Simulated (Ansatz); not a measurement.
# Field gradients of GeSe from run to run

Cell of run 1: a structure deposited in the COD, taken as it stands.

```cif
data_GeSe
_symmetry_space_group_name_H-M 'Pnma'
_symmetry_Int_Tables_number 62
_cell_length_a 10.8200
_cell_length_b 3.8500
_cell_length_c 4.4000
_cell_angle_alpha 90.000
_cell_angle_beta 90.000
_cell_angle_gamma 90.000
loop_
_atom_site_label
_atom_site_type_symbol
_atom_site_symmetry_multiplicity
_atom_site_Wyckoff_symbol
_atom_site_fract_x
_atom_site_fract_y
_atom_site_fract_z
Ge Ge 4 c 0.1210 0.2500 0.1110
Se Se 4 c 0.8540 0.2500 0.5000
```

One atom of each set is listed.

Relaxed positions (PBE, cell held):

Ge (0.1201, 0.2500, 0.1156)
Se (0.8547, 0.2500, 0.4941)

All runs are DFT with Ansatz 0.2.0 (plane waves and PAW, scalar-relativistic unless spin–orbit coupling is named, Γ-centred meshes, Fermi–Dirac smearing where given) in this cell.

Run 1: PBE, atoms as given; 420 eV, 4×11×10 k-points, smearing 0.02 eV.
Run 2: PBE, atoms relaxed; 420 eV, 4×11×10 k-points, smearing 0.02 eV.
Run 3: r2SCAN, at the relaxed atoms; 500 eV, 4×11×10 k-points, smearing 0.02 eV.

| run | Ge V_zz (η) | Se V_zz (η) |
| --- | --- | --- |
| 1 | -6.28 (0.21) | -9.02 (0.05) |

The results of the other runs, out of order. V_zz in 10²¹ V/m².

```
result   Ge V_zz (η)   Se V_zz (η)
     A  -6.02 (0.27)  -8.74 (0.04)
     B  -7.00 (0.26)  -9.73 (0.04)
```

**Question.** Which result belongs to which run?

**Answer.** A is run 2, B is run 3. Taken one at a time, the functional (r2SCAN with its higher cutoff) moves the tensors on these sites by up to 1.06 (largest principal value of the change, on Se), the positions of the atoms (as given or relaxed) by 0.59 (Ge).

In run 3 the atoms aren't at the calculated equilibrium (largest force 0.31 eV/Å).
